**Why the valence top of CdTe splits and its lowest empty level turns back**

An energy level here is the energy of one electron state at a chosen wave vector $\mathbf{k}$, which sets how the phase of the state changes from cell to cell. The levels come from a density-functional calculation without spin-orbit coupling and are counted from the top of the filled states. The columns "level under 1" to "level under 4" go down from there, and "level over 1" and "level over 2" are the two lowest empty levels. Points a, b and c give $\mathbf{k}$ in reciprocal cell vectors.

ABINIT 10.8.3, plane-wave DFT with PBEsol and PseudoDojo NC SR PBEsol v0.4 stringent pseudopotentials, for zinc-blende CdTe (F-43m, 2-atom cell) at fixed geometry, without spin polarisation or spin-orbit coupling. The k mesh is 5×5×5, the plane-wave cutoff 1469.41 eV and the Fermi-Dirac smearing 0.05 eV. Levels are counted from the valence top.

```
point a (reciprocal cell vector)  point b (reciprocal cell vector)  point c (reciprocal cell vector)  level under 4 (eV)  level under 3 (eV)  level under 2 (eV)  level under 1 (eV)  level over 1 (eV)  level over 2 (eV)
                          0.0000                            0.0000                            0.0000              -8.090               0.000               0.000               0.000              0.754              4.540
                          0.2000                            0.0000                            0.0000              -8.091              -2.239              -0.332              -0.332              1.937              4.882
                          0.2000                            0.2000                            0.0000              -8.078              -2.196              -0.863              -0.863              2.822              3.373
                         -0.4000                            0.2000                            0.0000              -7.640              -4.436              -2.183              -1.138              2.937              4.762
                          0.4000                            0.4000                            0.0000              -7.720              -4.150              -1.852              -1.852              2.460              2.822
                         -0.4000                            0.4000                            0.0000              -7.520              -4.436              -2.600              -1.774              2.693              3.944
                         -0.4000                            0.4000                            0.2000              -7.578              -4.272              -2.521              -1.857              3.940              4.272
```

At the zone centre, the first row, three filled levels coincide. Away from it one of them sinks fast, while the other two stay higher. The lowest empty level climbs at first, yet towards the zone-face centre X it comes down again. One rule helps to explain both features: levels of the same symmetry repel each other, and the direction of $\mathbf{k}$ decides which levels have the same symmetry.

**At the centre, s and p are kept apart.** The three top filled levels are mainly the three 5p orbitals of Te, and the lowest empty level is an antibonding mixture of Cd and Te s orbitals. This is the usual bonding picture of such a crystal; the energies alone do not reveal the orbitals. The fourth filled level, about 8 eV lower, is expected to come from the compact 4d orbitals of Cd, which would explain why it changes little from point to point. At the centre every cell has the same phase. The tetrahedral surroundings then make the three p directions equivalent and forbid them to mix with s.

**A direction singles out one p orbital.** Once $\mathbf{k}$ points somewhere, the phase changes along that line, and the p orbital lying along it can mix with s. The mixing pushes the filled partner down and the empty one up. At 40% of the way to the zone-face centre L, point (0.2, 0, 0), the filled level has sunk by 2.239 eV and the empty one has risen by 1.183 eV.

**The other two p orbitals serve as a control.** They lie across the line, and symmetry bars them from mixing with s. At the same point they have sunk by only 0.332 eV, and they remain degenerate. Part of the contrast has another source: p orbitals that point at each other along the line overlap differently from p orbitals side by side. The energies do not separate this effect from the s–p repulsion.

The simplest form of the repulsion has two levels, $E_s$ above $E_p$, and a coupling $V$ that grows in proportion to $k$ near the centre:

$$E_\pm=\frac{E_s+E_p}{2}\pm\sqrt{\left(\frac{E_s-E_p}{2}\right)^2+V^2}.$$

The two levels move apart by equal amounts. The rise and fall towards L are clearly unequal, so the two-level picture gives the directions of the shifts but not their full sizes. Other levels and the kinetic energy act as well.

**How much of the climb is plain kinetic energy?** A free electron would also gain energy with $k$, by $\hbar^2k^2/2m$, where $m$ is its mass. Take 40% of the way to X, point (0.2, 0.2, 0). With a cubic edge of 6.411 Å, $k=0.4\times2\pi/6.411=0.392$ Å$^{-1}$. Since $\hbar^2/2m$ is 3.81 eV Å$^2$, the rise is $3.81\times0.392^2\approx0.59$ eV.

The computed level rises by 2.068 eV, about three and a half times as much. In perturbation theory a surplus of this kind means that levels below push harder than levels above, as s–p repulsion requires. The estimate has no adjustable constant, and it is a yardstick for kinetic energy rather than a prediction of the whole rise. It fails further out: at 80% of the way to X it has grown fourfold, to about 2.3 eV, whereas the computed level stands only 1.706 eV above its value at the centre.

**The downturn involves a second empty level.** On the line to X the second empty level falls from 4.540 eV at the centre to 3.373 and then 2.822 eV. Theory gives it the same symmetry as the rising s-like level, so the two cannot cross. The likely picture is that they exchange character instead, and that the lower one then follows the descending course. No orbital characters are listed to confirm this, and the upper level also falls between 40% and 80% of the way, so the exchange cannot be the whole story. The lower level drops from 2.822 eV at 40% of the way to 2.460 eV at 80%, which marks a second valley near X. The mesh steps past X itself, so 2.460 eV need not be the bottom of that valley.

**Three irregular rows lie off the simple lines.** In the point (−0.4, 0.2, 0) and the two points with a = −0.4 and b = 0.4, no symmetry holds the upper filled pair together. It splits by 0.664 to 1.045 eV. The pair is thus a property of special directions, not of the p orbitals as such.

These coordinates also hide where a point lies, because adding a whole reciprocal lattice vector changes nothing. In units of $2\pi$ over the cubic edge, (−0.4, 0.4, 0) is equivalent to (−0.2, 0.2, 1), a short step sideways from X at (0, 0, 1). Its lowest empty level, 2.693 eV, is accordingly low. The point (−0.4, 0.4, 0.2) is equivalent to (0, 0.4, 0.8), further from the axis, and there the level has climbed to 3.940 eV.

Distance from this axis does not settle the height alone. The point (−0.4, 0.2, 0) is equivalent to (−0.4, 0.4, 0.8), further out still, yet its lowest empty level is only 2.937 eV. It lies nearer to L at (−0.5, 0.5, 0.5), where crystals of this type usually have another valley. That is the expected reason, but no listed point is close enough to L to show the valley itself.

**What the gap means for a device.** The lowest empty and highest filled levels on the mesh both lie at the centre, 0.754 eV apart. Light can therefore lift an electron across the gap without help from a lattice vibration, which suits a thin solar absorber. The steep climb also means a light electron, which helps it to reach a contact. The size of the gap, however, should not enter a device model, because functionals of this kind make gaps too small. Spin-orbit coupling, left out here, would shrink the computed gap further. It would split the threefold top at the centre, and also the pair that stays degenerate on the lines to L and X. Too small a gap also strengthens the s–p repulsion near the centre, so the computed electron is probably too light.

The printed output below lists the distances between levels and the free-electron comparison.

For reading levels computed without spin-orbit coupling in a similar tetrahedral crystal, a practical rule follows. Choose a line from the centre and ask which levels share a symmetry along it. Those that do will push each other apart or turn back before crossing; a pair barred from mixing with s will move more gently, and it can split once $\mathbf{k}$ leaves the line.

Numerical output:

```
Position of each point in units of 2 pi over the cubic edge:
   row    kx    ky    kz
   0.0     0     0     0
   0.2  -0.2   0.2   0.2
   0.2     0     0   0.4
  -0.4   0.6  -0.6  -0.2
   0.4     0     0   0.8
  -0.4   0.8  -0.8     0
  -0.4     1  -0.6  -0.2
Distances between levels at each point in eV:
   row  gap at the point  lowest empty level above its centre value  between the two empty levels  between the two upper filled levels  from second to third filled level
   0.0             0.754                                          0                         3.786                                    0                                  0
   0.2             2.269                                      1.183                         2.945                                    0                              1.907
   0.2             3.685                                      2.068                         0.551                                    0                              1.333
  -0.4             4.075                                      2.183                         1.825                                1.045                              2.253
   0.4             4.312                                      1.706                         0.362                                    0                              2.298
  -0.4             4.467                                      1.939                         1.251                                0.826                              1.836
  -0.4             5.797                                      3.186                         0.332                                0.664                              1.751
Cubic edge in A: 6.411
Free-electron rise at 40% of the way to L in eV: 0.4392
Computed rise over free-electron rise at 40% of the way to L: 2.694
Free-electron rise at 40% of the way to X in eV: 0.5856
Computed rise over free-electron rise at 40% of the way to X: 3.531
Fall of steep level over fall of pair at 40% to L: 6.744
Fall of steep level over fall of pair at 40% to X: 2.545
Fall of steep level over fall of pair at 80% to X: 2.241
Drop of lowest empty level from 40% to 80% of the way to X in eV: 0.362
Drop of second empty level from centre to 40% of the way to X in eV: 1.167
Drop of second empty level from centre to 80% of the way to X in eV: 1.718
Range of the fourth filled level over the listed points in eV: 0.571
Range of the third filled level over the listed points in eV: 4.436
```
